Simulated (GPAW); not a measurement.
# Re (P6_3/mmc) in GPAW: convergence with k mesh

Aim: find how far k mesh must go before the results for Re settle, at PBE. This setting moves, with any that are tied to it; all else stays.

All numbers are computed with GPAW 26.7.0; they aren't measurements. Logs are shortened: lines on timing, memory, paths and dates and some standing lists are left out, and cuts for length are marked. The log counts tension as positive stress, the text compression.

## Step 1: The structure

The structure is hexagonal, space group P6_3/mmc (No. 194). The conventional cell has a = 2.761 Å, b = 2.761 Å, c = 4.458 Å, α = 90.00°, β = 90.00°, γ = 120.00°. Around Re (site symmetry -6m2) lie 12 Re at 2.74 to 2.76 Å.

## Step 2: With k mesh 3 × 3 × 2

File run.py:

```python
from ase.dft.bandgap import bandgap
from ase.io import read, write
from ase.units import GPa
from gpaw import GPAW, PW, setup_paths

setup_paths.insert(0, '.')

atoms = read('POSCAR')

calc = GPAW(mode=PW(600),
            xc='PBE',
            kpts={'size': (3, 3, 2), 'gamma': True},
            occupations={'name': 'fermi-dirac', 'width': 0.05},
            setups={'Re': 'jth'},
            nbands=-13,
            convergence={'density': 1e-05, 'energy': 1e-05},
            maxiter=100,
            txt='gpaw.txt')
atoms.calc = calc
energy = atoms.get_potential_energy()
forces = atoms.get_forces()
stress = atoms.get_stress()
calc.write('gs.gpw')
write('result.traj', atoms)
print(f'Energy: {energy:.6f} eV')
print('Forces (eV/A):')
print(forces.round(4))
print('Stress (GPa):', (stress / GPa).round(3))
print('Fermi level:', round(calc.get_fermi_level(), 4), 'eV')
print(f'Gap: {bandgap(calc)[0]:.4f} eV, direct: {bandgap(calc, direct=True)[0]:.4f} eV')
```

File POSCAR:

```
Re
1.0
    2.7608000000      0.0000000000      0.0000000000
   -1.3804000000      2.3909229348      0.0000000000
    0.0000000000      0.0000000000      4.4582000000
Re
2
Direct
    0.6666666667      0.3333333333      0.7500000000
    0.3333333333      0.6666666667      0.2500000000
```

Potentials or basis: JTH PAW 2.0, PBE, pw.

The run is started by

```console
> OMP_NUM_THREADS=1 python run.py
```

Run time: 5 s. Hardware: 1 thread of Arm Neoverse V1, shared host; peak memory 0.14 GiB.

What came out:

```
Free energy            : -21.7176 eV
Pressure               : 16.1 GPa
Band gap on the k mesh : none (metal or under the smearing width)
```

## Step 3: With k mesh 4 × 4 × 2

Changes to run.py since step 2:

```diff
@@ -11,3 +11,3 @@
             xc='PBE',
-            kpts={'size': (3, 3, 2), 'gamma': True},
+            kpts={'size': (4, 4, 2), 'gamma': True},
             occupations={'name': 'fermi-dirac', 'width': 0.05},
```

POSCAR is that of step 2.

Potentials or basis: JTH PAW 2.0, PBE, pw.

The run is started by

```console
> OMP_NUM_THREADS=1 python run.py
```

Run time: 5.9 s. Hardware: 1 thread of Arm Neoverse V1, shared host; peak memory 0.14 GiB.

Results:

- Free energy: -22.3531 eV
- Pressure: 6.0 GPa
- Band gap on the k mesh: none (metal or under the smearing width)

## Step 4: With k mesh 5 × 5 × 3

Changes to run.py since step 3:

```diff
@@ -11,3 +11,3 @@
             xc='PBE',
-            kpts={'size': (4, 4, 2), 'gamma': True},
+            kpts={'size': (5, 5, 3), 'gamma': True},
             occupations={'name': 'fermi-dirac', 'width': 0.05},
```

POSCAR is that of step 3.

The run is started by

```console
> OMP_NUM_THREADS=1 python run.py
```

It took 7.4 s on 1 thread of Arm Neoverse V1, shared host; peak memory 0.14 GiB.

Results:

```
Free energy            : -22.5402 eV
Pressure               : 4.1 GPa
Band gap on the k mesh : none (metal or under the smearing width)
```

## Step 5: With k mesh 6 × 6 × 3

Changes to run.py since step 4:

```diff
@@ -11,3 +11,3 @@
             xc='PBE',
-            kpts={'size': (5, 5, 3), 'gamma': True},
+            kpts={'size': (6, 6, 3), 'gamma': True},
             occupations={'name': 'fermi-dirac', 'width': 0.05},
```

POSCAR is that of step 4.

The run is started by

```console
> OMP_NUM_THREADS=1 python run.py
```

Run time: 9 s. Hardware: 1 thread of Arm Neoverse V1, shared host; peak memory 0.15 GiB.

Results (log left out):

```yaml
Free_energy: -22.5324 eV
Pressure: 6.5 GPa
Band_gap_on_the_k_mesh: none (metal or under the smearing width)
```

## Step 6: With k mesh 7 × 7 × 4

Changes to run.py since step 5:

```diff
@@ -11,3 +11,3 @@
             xc='PBE',
-            kpts={'size': (6, 6, 3), 'gamma': True},
+            kpts={'size': (7, 7, 4), 'gamma': True},
             occupations={'name': 'fermi-dirac', 'width': 0.05},
```

POSCAR is that of step 5.

Potentials or basis: JTH PAW 2.0, PBE, pw.

The run is started by

```console
> OMP_NUM_THREADS=1 python run.py
```

Wall time 14 s (1 thread of Arm Neoverse V1, shared host); peak memory 0.15 GiB.

It converged, with:

- Free energy: -22.4969 eV
- Pressure: 6.1 GPa
- Band gap on the k mesh: none (metal or under the smearing width)

## Step 7: With k mesh 8 × 8 × 5

Changes to run.py since step 6:

```diff
@@ -11,3 +11,3 @@
             xc='PBE',
-            kpts={'size': (7, 7, 4), 'gamma': True},
+            kpts={'size': (8, 8, 5), 'gamma': True},
             occupations={'name': 'fermi-dirac', 'width': 0.05},
```

POSCAR is that of step 6.

The run is started by

```console
> OMP_NUM_THREADS=1 python run.py
```

Run time: 17 s. Hardware: 1 thread of Arm Neoverse V1, shared host; peak memory 0.16 GiB.

Results (log left out):

| Property | Result |
| --- | --- |
| Free energy | -22.5064 eV |
| Pressure | 6.3 GPa |
| Band gap on the k mesh | none (metal or under the smearing width) |

## Step 8: With k mesh 10 × 10 × 6

Changes to run.py since step 7:

```diff
@@ -11,3 +11,3 @@
             xc='PBE',
-            kpts={'size': (8, 8, 5), 'gamma': True},
+            kpts={'size': (10, 10, 6), 'gamma': True},
             occupations={'name': 'fermi-dirac', 'width': 0.05},
```

POSCAR is that of step 7.

The run is started by

```console
> OMP_NUM_THREADS=1 python run.py
```

Run time: 29 s. Hardware: 1 thread of Arm Neoverse V1, shared host; peak memory 0.17 GiB.

Results (log left out):

| Property | Result |
| --- | --- |
| Free energy | -22.4980 eV |
| Pressure | 6.1 GPa |
| Band gap on the k mesh | none (metal or under the smearing width) |

## Step 9: With k mesh 12 × 12 × 7

Changes to run.py since step 8:

```diff
@@ -11,3 +11,3 @@
             xc='PBE',
-            kpts={'size': (10, 10, 6), 'gamma': True},
+            kpts={'size': (12, 12, 7), 'gamma': True},
             occupations={'name': 'fermi-dirac', 'width': 0.05},
```

POSCAR is that of step 8.

Potentials or basis: JTH PAW 2.0, PBE, pw.

The run is started by

```console
> OMP_NUM_THREADS=1 python run.py
```

It took 44 s on 1 thread of Arm Neoverse V1, shared host; peak memory 0.2 GiB.

It converged, with:

- Free energy: -22.5028 eV
- Pressure: 6.4 GPa
- Band gap on the k mesh: none (metal or under the smearing width)

## Step 10: With k mesh 15 × 15 × 8

Changes to run.py since step 9:

```diff
@@ -11,3 +11,3 @@
             xc='PBE',
-            kpts={'size': (12, 12, 7), 'gamma': True},
+            kpts={'size': (15, 15, 8), 'gamma': True},
             occupations={'name': 'fermi-dirac', 'width': 0.05},
```

POSCAR is that of step 9.

Potentials or basis: JTH PAW 2.0, PBE, pw.

The run is started by

```console
> OMP_NUM_THREADS=1 python run.py
```

gpaw.txt:

```text
__  _  _
 | _ |_)|_||  |
 |__||  | ||/\| - 26.7.0

Input parameters:
  mode=PW(ecut=600.0),
  convergence={'density': 1e-05, 'energy': 1e-05},
  kpts=MonkhorstPack(size=(15, 15, 8), gamma=True),
  maxiter=100,
  nbands=-13,
  occupations=Occupations(name='fermi-dirac', width=0.05),
  setups={'Re': 'jth'},
  xc=XC(name='PBE')

Diagonalizing LCAO Hamiltonian
Converting LCAO to pw mode

          Re

        Re

Atoms  # Å, Bohr magnetons
|   | symbol |         x |        y |        z |    initial magnetic moments |
|---|--------|-----------|----------|----------|-----------------------------|
| 0 |     Re |  1.380400 | 0.796974 | 3.343650 | ( 0.0000,  0.0000,  0.0000) |
| 1 |     Re | -0.000000 | 1.593949 | 1.114550 | ( 0.0000,  0.0000,  0.0000) |

Unit cell  # Å
| periodic |         x |        y |        z |  lengths |     angles |
|----------|-----------|----------|----------|----------|------------|
|      yes |  2.760800 | 0.000000 | 0.000000 | 2.760800 |  90.000000 |
|      yes | -1.380400 | 2.390923 | 0.000000 | 2.760800 |  90.000000 |
|      yes |  0.000000 | 0.000000 | 4.458200 | 4.458200 | 120.000000 |

Number of symmetries: 12
Symmetry operations  # r_c * U_cc + t_c -> r_c
|    | kind |            matrix            |
|----|------|------------------------------|
|  0 |  σ   |  1, 1, 0,  0,-1, 0,  0, 0, 1 |
|  1 |  S6  |  1, 1, 0, -1, 0, 0,  0, 0,-1 |
|  2 |  E   |  1, 0, 0,  0, 1, 0,  0, 0, 1 |
|  3 |  C2  |  1, 0, 0, -1,-1, 0,  0, 0,-1 |
|  4 |  C2  |  0, 1, 0,  1, 0, 0,  0, 0,-1 |
|  5 |  C3  |  0, 1, 0, -1,-1, 0,  0, 0, 1 |
|  6 |  S6  |  0,-1, 0,  1, 1, 0,  0, 0,-1 |
|  7 |  σ   |  0,-1, 0, -1, 0, 0,  0, 0, 1 |
|  8 |  σ   | -1, 0, 0,  1, 1, 0,  0, 0, 1 |
|  9 |  i   | -1, 0, 0,  0,-1, 0,  0, 0,-1 |
| 10 |  C3  | -1,-1, 0,  1, 0, 0,  0, 0, 1 |
| 11 |  C2  | -1,-1, 0,  0, 1, 0,  0, 0,-1 |

BZ-sampling:
  Number of BZ points: 1800
  Number of IBZ points: 192

  Monkhorst-Pack size: [15, 15, 8]
  Monkhorst-Pack shift: [0.0, 0.0, 0.0625]

[... 62 lines left out ...]

    Using partial waves for Re as LCAO basis

Reference energy: -908437.289508  # eV

eigensolver:
  PPCG
  Converge bands: occupied
  niter=2

density mixing:
  MSR1-Mixer
  Pratt-step length: 0.05
  Maximum mixing coefficient: 0.75
  Old densities: 10
  SVD Regularization: 0.005
  Good broyden scale: 1.0
  Trust region scale: 1.0
  Backstep threshold: 4.0
  History deletion threshold: 6.0
  Fourier metric: weight=20.0, sigma=0.015

occupation numbers:
  Fermi-Dirac:
    width: 0.0500  # eV

poisson solver:
  ecut: 4800.0  # eV

xc functional:
  name: PBE with 2 nearest neighbor stencil

convergence criteria:
- Maximum integral of absolute [dens]ity change: 1e-05 electrons / valence electron
- Maximum [total energy] change in last 3 cyles: 1e-05 eV / valence electron
- Maximum integral of absolute [eigenst]ate change: 4e-08 eV^2 / valence electron
maximum number of iterations: 100

SCF iterations
|iter     | |      energy | eigst |  dens |
|---------|-|-------------|-------|-------|
|iter:   1| |  -23.064984 | -0.12 |       |
|iter:   2| |  -22.967025 | -2.97 | -1.25 |
|iter:   3| |  -22.495184 | -1.77 | -1.29 |
|iter:   4| |  -22.496346 | -3.80 | -2.04 |
|iter:   5| |  -22.497354 | -4.57 | -2.38 |
|iter:   6| |  -22.497360 | -6.61 | -3.58 |
|iter:   7| |  -22.497362c| -7.54c| -4.04 |
|iter:   8| |  -22.497362c| -7.59c| -4.76 |
|iter:   9| |  -22.497362c| -8.23c| -5.18c|

Converged in 9 steps
Energy contributions relative to reference atoms: (reference = -908437.289508)

Energy contributions:
  Kinetic:          23.099581
  Coulomb:         -25.044489
  Zero:              0.445722
  External:          0.000000
  Xc:              -20.991965
  Entropy:          -0.012422
  Spinorbit:         0.000000
  ----------------------------
  Free energy:     -22.503573
  Extrapolated:    -22.497362

dipole moment: (-0.000308, -0.000534, -0.000995)  # |e|*Ang

Fermi level: 14.682
Eigenvalues  # (at kpt = [0.000, 0.000, 0.000])
| band index |      eig [eV] | occ [0-2] |
|------------|---------------|-----------|
|          0 |       -65.197 |     2.000 |
|        ... |               |           |
|          7 |       -26.403 |     2.000 |
|          8 |         4.828 |     2.000 |
|          9 |         8.079 |     2.000 |
|         10 |        13.135 |     2.000 |
|         11 |        13.135 |     2.000 |
|         12 |        13.136 |     2.000 |
[... 8 lines left out ...]
|         21 |        28.318 |     0.000 |
|         22 |        30.392 |     0.000 |
|        ... |               |           |
|         27 |        37.136 |     0.000 |

No gap
No difference between direct/indirect transitions

Forces  # eV/Ang
|       x |        y |        z |
|---------|----------|----------|
| 0.00000 |  0.00000 |  0.00003 |  # Re   0
| 0.00000 | -0.00000 | -0.00003 |  # Re   1

Stress tensor  # eV/Ang^3
|         x |         y |         z |
|-----------|-----------|-----------|
| -0.037343 |  0.000000 |  0.000000 |
|  0.000000 | -0.037343 |  0.000000 |
|  0.000000 |  0.000000 | -0.044750 |

# Writing to gs.gpw (mode='')
```

Wall time 73 s (1 thread of Arm Neoverse V1, shared host); peak memory 0.25 GiB.

What came out:

```yaml
Free_energy: -22.5036 eV
Pressure: 6.4 GPa
Band_gap_on_the_k_mesh: none (metal or under the smearing width)
```

## Step 11: Result

| k mesh | energy less the tightest run, at zero smearing (meV/atom) | pressure (GPa) | SCF cycles | CPU time (s) | peak memory (GiB) |
| --- | --- | --- | --- | --- | --- |
| 3 × 3 × 2 | 402.26 | 16.07 | 9 | 5 | 0.14 |
| 4 × 4 × 2 | 80.44 | 6.01 | 9 | 5.9 | 0.14 |
| 5 × 5 × 3 | -17.89 | 4.12 | 9 | 7.4 | 0.14 |
| 6 × 6 × 3 | -11.54 | 6.45 | 9 | 9 | 0.15 |
| 7 × 7 × 4 | 6.33 | 6.11 | 9 | 14 | 0.15 |
| 8 × 8 × 5 | -1.62 | 6.29 | 9 | 17 | 0.16 |
| 10 × 10 × 6 | 3.21 | 6.11 | 9 | 29 | 0.17 |
| 12 × 12 × 7 | 0.33 | 6.43 | 9 | 44 | 0.2 |
| 15 × 15 × 8 | 0.00 | 6.38 | 9 | 73 | 0.25 |

Against the tightest run, the energy stays within 1 meV/atom from 12 × 12 × 7 on; the pressure stays within 0.1 GPa from 12 × 12 × 7 on. Meshes of other sizes hit other points, so gaps and Fermi surfaces needn't settle smoothly. The tightest run that finished is the yardstick and may itself not be fully converged.

Caveats: the program truncates these outside data sets.
